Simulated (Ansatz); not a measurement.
# P under changes of volume

One of the cells (132.548 Å³/atom); the others are scaled copies at fixed shape and fractional positions:

```
P
1.0
     3.28373    0.00000    0.00000
     0.00000   34.85703    0.00000
     0.00000    0.00000    4.63208
P
4
Direct
  0.50000 0.97026 0.90785
  0.50000 0.02974 0.09215
  0.00000 0.02974 0.40785
  0.00000 0.97026 0.59215
```

The slab is cut from a database's or a generator's crystal, which needn't be the stable form of the element.

- Program: Ansatz 0.2.0
- Functional: LDA
- Potentials or basis: all-electron LAPW, scalar-relativistic
- Cutoff: 224 eV (chosen from the basis error)
- Basis error allowed: 0.002 eV/atom
- k mesh: 8 × 1 × 6
- Occupations: fermi-dirac, width 0.05 eV
- Spin: no spin polarisation

```csv
volume (Å³/atom),energy over the lowest point (meV/atom),gap on the mesh (eV),largest force (eV/Å)
124.595,8.60,0.79,0.670
127.246,2.04,0.82,0.472
129.897,0.00,0.84,0.299
132.548,2.03,0.85,0.174
135.199,7.68,0.86,0.175
137.850,?,?,?
140.501,28.42,0.88,0.405
```

What does the run at 137.850 Å³/atom give?

Energy over the lowest point 16.59 meV/atom; gap on the mesh 0.87 eV; largest force 0.280 eV/Å.

Worked out: A Birch-Murnaghan fit of order 3 (a polynomial in V^(-2/3)) to the other rows has its minimum at 129.85 Å³/atom with B0 = V·E''(V) = 12.0 GPa and B' = 4.4 at fixed shape and positions, which overstates the stiffness. It gives 16.59 meV/atom at 137.850 Å³/atom, against the run's 16.59. A parabola through the other rows of the gap, of slope 0.367 eV per unit of ln V there, gives 0.87 eV, against the run's 0.87.

Energies are extrapolated to zero smearing.

A mesh can miss the band edges.
